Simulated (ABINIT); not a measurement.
Sc:

```
Sc
1.0
     3.30900    0.00000    0.00000
    -1.65450    2.86568    0.00000
     0.00000    0.00000    5.27330
Sc
2
Direct
  0.66667 0.33333 0.75000
  0.33333 0.66667 0.25000
```

| Property | Result |
| --- | --- |
| Program | ABINIT 10.8.3 (patched build) |
| Task | single point |
| Functional | PBE |
| Potentials or basis | JTH PAW PBE v2.0 |
| Cutoff | 408 eV |
| k mesh | 9 × 9 × 5 |
| Occupations | fermi-dirac, width 0.05 eV |
| Spin | no spin polarisation |

On this cell: pressure -0.8 GPa; largest force under 0.003 eV/Å; band gap on the k mesh none (metal or under the smearing width).

The same run follows on a disturbed copy (atoms moved at random, drawn with an rms of 0.05 Å):

```
Sc
1.0
     3.30900    0.00000    0.00000
    -1.65450    2.86568    0.00000
     0.00000    0.00000    5.27330
Sc
2
Direct
  0.66919 0.32393 0.74631
  0.33512 0.66578 0.24690
```

Q: What does the disturbed cell give?

A: The energy (extrapolated to zero smearing) moves by +0.2 meV/atom; pressure -0.8 GPa; largest force 0.038 eV/Å; band gap on the k mesh none (metal or under the smearing width).

Forces on the atoms (eV/Å):
```
Sc  -0.020  0.031  0.011
Sc   0.020 -0.031 -0.011
```

Stress tensor (GPa, compression positive):
```
-0.40  0.07  0.00
 0.07 -0.19  0.00
 0.00  0.00 -1.81
```
